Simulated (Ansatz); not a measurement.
This Ansatz 0.2.0 run on Pt needs a look.

The input input.yaml:

```yaml
crystal:
  lattice:
    - [2.7606656158, 0.0, 0.0]
    - [-1.3803328079, 2.3908065546, 0.0]
    - [0.0, 0.0, 4.60044864]
  atoms:
    - { symbol: Pt, position: [0.3333333333, 0.6666666667, 0.25] }
    - { symbol: Pt, position: [0.6666666667, 0.3333333333, 0.75] }
hamiltonian:
  xc: pbesol
  pseudopotentials: { kind: paw }
kpoints:
  mp_grid: { grid: [9, 9, 5] }
scf:
  occupations: { method: fermi_dirac, width: 0.05 }
  max_iter: 50
output:
  force: true
  stress: true
  eigenvalues: true
```

Potentials or basis: Ansatz PAW.

Command:

```console
$ ansatz run input.yaml --threads 2 --pin off --max-ram 5632MiB --backend cpu --events-out ev --progress --plain --runs-dir out
```

Output:

```text
Error: YAML parse error: error: line 18 column 3: unknown field `force`, expected one of write_density, write_potential, write_potential_components, volumetric_format, write_bands, fatbands, populations, hubbard, elf, band_densities, bader, dos, optics, efg, charged_corrections, wannier, polarization, topological_invariants, transmission, current_voltage, crpa, pair_interaction, rpa_energy, embedding, core_levels, xc_energy_on_converged_density, boltztrap, local_orbitals, orbitals, eigenstates, states_by_energy, atomic_orbital_hamiltonian, active_space, given_orbital_levels, support_matrices, forces, stress, cutoff_correction, eigenvalues, band_residual_tolerance, publish_guard_bands
  --> <input>:18:3
   |
16 |   max_iter: 50
17 | output:
18 |   force: true
   |   ^ unknown field `force`, expected one of write_density, write_potential, write_potential_components, volumetric_format, write_bands, fatbands, populations, hubbard, elf, band_densities, bader, dos, optics, efg, charged_corrections, wannier, polarization, topological_invariants, transmission, current_voltage, crpa, pair_interaction, rpa_energy, embedding, core_levels, xc_energy_on_converged_density, boltztrap, local_orbitals, orbitals, eigenstates, states_by_energy, atomic_orbital_hamiltonian, active_space, given_orbital_levels, support_matrices, forces, stress, cutoff_correction, eigenvalues, band_residual_tolerance, publish_guard_bands
19 |   stress: true
20 |   eigenvalues: true
   |
```

Q: Diagnose the run.

A: The input was rejected before any iteration. The input holds a flaw that was put in on purpose: a misspelt key (output.forces = force).
